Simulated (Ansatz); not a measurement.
Cell and atoms are relaxed with the symmetry kept. Start:

Space group R3m:H (No. 160). a = 3.157 Å, b = 3.157 Å, c = 18.118 Å, α = 90.00°, β = 90.00°, γ = 120.00°
| atom | site | symmetry | x | y | z |
| --- | --- | --- | --- | --- | --- |
| W | 3a | 3m | 0.6667 | 0.3333 | 0.3327 |
| S | 3a | 3m | 0.6667 | 0.3333 | 0.0861 |
| S | 3a | 3m | 0.3333 | 0.6667 | 0.2458 |

Level of theory: Ansatz 0.2.0, DFT PBE, scalar-relativistic, plane waves, PAW.

Plane waves to 420 eV, a k mesh through Γ of 12×12×12 on the computed 3-atom cell and Gaussian smearing (0.02 eV); no spin polarisation.

Problem. What does it relax to?

Solution. The volume rises by 4.44 Å³/atom to 21.82 Å³/atom, and the energy falls by 31.1 meV/atom. Final structure:
```
CELL_PARAMETERS angstrom
1.59396 0.92027 7.43701
-1.59396 0.92027 7.43701
0.00000 -1.84055 7.43701
ATOMIC_POSITIONS crystal
W 0.00068 0.00068 0.00068
S 0.26359 0.26359 0.26359
S 0.40443 0.40443 0.40443
```

Spin–orbit coupling is left out, which can shift energies with elements as heavy as these. The cell holds layers, and where no dispersion correction was added their binding is poorly described.

This form isn't the usual stable structure of the compound.

Cost: 1 run of about 5.6 core-minutes, on Arm Neoverse V1 (shared hosts).